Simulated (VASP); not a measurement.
# NaCl under changes of volume

One of the cells (22.249 Å³/atom); the others are scaled copies at fixed shape and fractional positions:

```
Cl Na
1.0
     0.00000    2.81257    2.81257
     2.81257    0.00000    2.81257
     2.81257    2.81257    0.00000
Cl Na
1 1
Direct
  0.50000 0.50000 0.50000
  0.00000 0.00000 0.00000
```

The cell is a database's computed one.

* Program: VASP 6.6.1
* Functional: PBE
* Potentials or basis: VASP PAW PBE potentials, release 64 (Cl, Na_pv)
* Cutoff: 520 eV
* k mesh: 8 × 8 × 8
* Occupations: fermi-dirac, width 0.05 eV
* Spin: no spin polarisation

```tsv
volume (Å³/atom)	energy over the lowest point (meV/atom)	pressure (GPa)	gap on the mesh (eV)
20.504	27.29	3.7	5.48
20.940	?	?	?
21.376	11.18	2.2	5.30
22.249	2.57	0.9	5.14
22.685	0.60	0.4	5.06
23.121	0.00	-0.1	4.99
```

Task: What does the run at 20.940 Å³/atom give?

Result: Energy over the lowest point 18.20 meV/atom; pressure 2.9 GPa; gap on the mesh 5.39 eV.

Worked out: A Birch-Murnaghan fit of order 3 (a polynomial in V^(-2/3)) to the other rows has its minimum at 23.11 Å³/atom with B0 = V·E''(V) = 24 GPa and B' = 4.7. It gives 18.19 meV/atom at 20.940 Å³/atom, against the run's 18.20, and -dE/dV = 2.9 GPa, against 2.9. A straight line through the other rows of the gap, of slope -4.09 eV per unit of ln V (its deformation potential), gives 5.39 eV, against the run's 5.39.

Energies are extrapolated to zero smearing.

A mesh can miss the band edges.
